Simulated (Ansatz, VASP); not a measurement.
Two plane-wave programs on KZnF3

The input INCAR:

```
SYSTEM = KZnF3
PREC     = Accurate       ! precision mode
ENCUT    = 520            ! plane-wave cutoff, eV
EDIFF    = 1E-6           ! SCF threshold, eV
ISMEAR   = -1             ! smearing method
SIGMA    = 0.05           ! smearing width, eV
LREAL    = .False.        ! projectors in reciprocal space
LASPH    = .True.         ! aspherical terms in the spheres
NELM     = 80             ! most SCF steps
ALGO     = Normal         ! electronic algorithm
ISIF     = 2              ! what is computed and relaxed
LWAVE    = .False.        ! write WAVECAR
LCHARG   = .True.         ! write CHGCAR
GGA      = PS             ! functional
LELF     = .True.         ! ELF
LVHAR    = .True.       
NBANDS   = 29             ! bands
```

KPOINTS

```
regular mesh
0
Gamma
  7 7 7
  0 0 0
```

The input POSCAR:

```
KZnF3
1.0
    3.9952635604      0.0000000000      0.0000000000
    0.0000000000      3.9952635604      0.0000000000
    0.0000000000      0.0000000000      3.9952635604
Zn K F
1 1 3
Direct
    0.5000000000      0.5000000000      0.5000000000
    0.0000000000      0.0000000000      0.0000000000
    0.5000000000      0.0000000000      0.5000000000
    0.0000000000      0.5000000000      0.5000000000
    0.5000000000      0.5000000000      0.0000000000
```

input.yaml

```yaml
crystal:
  lattice:
    - [3.9952635604, 0.0, 0.0]
    - [0.0, 3.9952635604, 0.0]
    - [0.0, 0.0, 3.9952635604]
  atoms:
    - { symbol: Zn, position: [0.5, 0.5, 0.5] }
    - { symbol: K, position: [0.0, 0.0, 0.0] }
    - { symbol: F, position: [0.5, 0.0, 0.5] }
    - { symbol: F, position: [0.0, 0.5, 0.5] }
    - { symbol: F, position: [0.5, 0.5, 0.0] }
hamiltonian:
  xc: pbesol
  pseudopotentials: { kind: paw }
kpoints:
  mp_grid: { grid: [7, 7, 7] }
scf:
  occupations: { method: fermi_dirac, width: 0.05 }
output:
  forces: true
  stress: true
  eigenvalues: true
```

Alike in both runs: task single point; functional PBEsol; k mesh 7 × 7 × 7; occupations fermi-dirac, width 0.05 eV; no spin polarisation.

|  | VASP | Ansatz |
| --- | --- | --- |
| version | VASP 6.6.1 | Ansatz 0.2.0 |
| potentials or method | VASP PAW PBE potentials, release 64 (Zn, K_sv, F) | Ansatz PAW |
| plane-wave cutoff (eV) | 520 | 420 |
| valence electrons in the cell | 42 | 42 |

```tsv
	VASP	Ansatz	Ansatz less VASP
gap on the k mesh at the Fermi level (eV)	3.86	3.94	+0.079
least direct gap on the mesh (eV)	5.84	5.88	+0.043
pressure (GPa)	4.3	3.8	-0.59
```

The functional is the same, so the differences come from potentials, cutoffs and numerics.

Caveats: the PAW data sets were made with another functional, which shifts forces and pressure a little (VASP); an odd mesh through Γ misses points on the zone boundary, where band edges often lie (VASP); odd divisions of the mesh miss points on the zone boundary, where band edges often lie, so the gap on the mesh can be too wide (Ansatz); the pressure holds a Pulay correction of +0.7 GPa for the finite cutoff (Ansatz); the PAW data sets come from PBE, with cores solved anew for the run's functional, which leaves a small shift of forces and pressure (Ansatz). PBEsol gaps usually lie below the measured ones, often by a third to a half.
